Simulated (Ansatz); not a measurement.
# Settings and their price: 1T-MgBr2 antidot lattice, bare edges (41 atoms)

The cell holds 41 atoms: 15 Mg and 26 Br. Its edges and angles: a = 15.280 Å, b = 13.233 Å, c = 15.000 Å, α = 90.0°, β = 90.0°, γ = 90.0°. It derives from MgBr2 (1T-MgBr2). 1T-MgBr2 (a = 3.82 Å), rectangular cell with x along the zigzag direction; 4 x 2 cells with a hole of radius 3.5 Å, 12 Å of vacuum; not relaxed, displaced by a Gaussian of 0.02 Å. Vacuum lies along c.

Geometry: as built.

Reference run: Kohn-Sham DFT, PBE, PAW (set soft_2), plane waves (Ansatz 0.2.0), cutoff 750 eV, Γ point, gaussian smearing of 0.05 eV.

| Quantity | Value |
| --- | --- |
| r.m.s. force component | 0.1695 eV/Å |
| spacing of highest filled and lowest empty level | 0.0065 eV |
| SCF cycles | 24 |
| time | 39 s on 8 threads of Arm Neoverse V1, shared host |

**Question.** The same geometry is run again with each of these changes. How far do the results move, and how long does each run take?
- support functions medium
- support functions low
- support functions high
- support functions medium, spacing 0.411 Å
- support functions medium, spacing 0.343 Å
- support functions medium, spacing 0.297 Å
- support functions medium, spacing 0.263 Å
- support functions medium, spacing 0.206 Å
- support functions medium, spacing 0.183 Å

Differences are against the run with plane waves at 750 eV (Kohn-Sham DFT, PBE, PAW (set soft_2), plane waves), whose r.m.s. force component is 0.170 eV/Å. Energies are set beside the reference only for runs with its functional, potentials and electron count. Times are for 8 threads of Arm Neoverse V1, shared host.

| run | Δ force, r.m.s. (meV/Å) | share of r.m.s. force (%) | Δ energy (meV/atom) | cycles | time | host memory (GiB) |
| --- | --- | --- | --- | --- | --- | --- |
| reference | - | - | - | 24 | 39 s | 5.0 |
| support functions medium | 0.117 | 0.0692 | -0.0857 | 12 | 45 s | 3.5 |
| support functions low | 0.242 | 0.143 | -0.0856 | 11 | 38 s | 3.4 |
| support functions high | 0.034 | 0.0202 | -0.0457 | 18 | 3 min | 6.4 |
| support functions medium, spacing 0.411 Å | 32.6 | 19.2 | -9.58 | 13 | 22 s | 2.1 |
| support functions medium, spacing 0.343 Å | 4.27 | 2.52 | 8.38 | 13 | 26 s | 2.3 |
| support functions medium, spacing 0.297 Å | 4.14 | 2.44 | 1.59 | 13 | 27 s | 2.4 |
| support functions medium, spacing 0.263 Å | 0.642 | 0.379 | -0.0806 | 13 | 33 s | 2.8 |
| support functions medium, spacing 0.206 Å | 0.062 | 0.0364 | -0.0521 | 13 | 74 s | 5.0 |
| support functions medium, spacing 0.183 Å | 0.067 | 0.0395 | -0.0527 | 13 | 94 s | 5.9 |

Among numerical settings the force difference runs from 0.034 meV/Å (support functions high) to 33 meV/Å (support functions medium, spacing 0.411 Å). At 41 atoms the fastest of the runs at a preset level, support functions low, takes 0.98 times the time of plane waves, in 11 SCF cycles against 24. Differences between support functions and plane waves include what basis error the plane-wave run still has. As the typed spacing goes from 0.183 to 0.411 Å, the force difference goes from 0.067 to 33 meV/Å (not steadily; the least is 0.062 at 0.206 Å), and the time from 94 s to 22 s. The main run has no spin polarisation, so any moments at edges, vacancies or dangling bonds can't form in it.

[Hosts, paths, dates, database ids (printed as entryN), source tags and the programs' standing remarks are cut or masked in the printed files.]
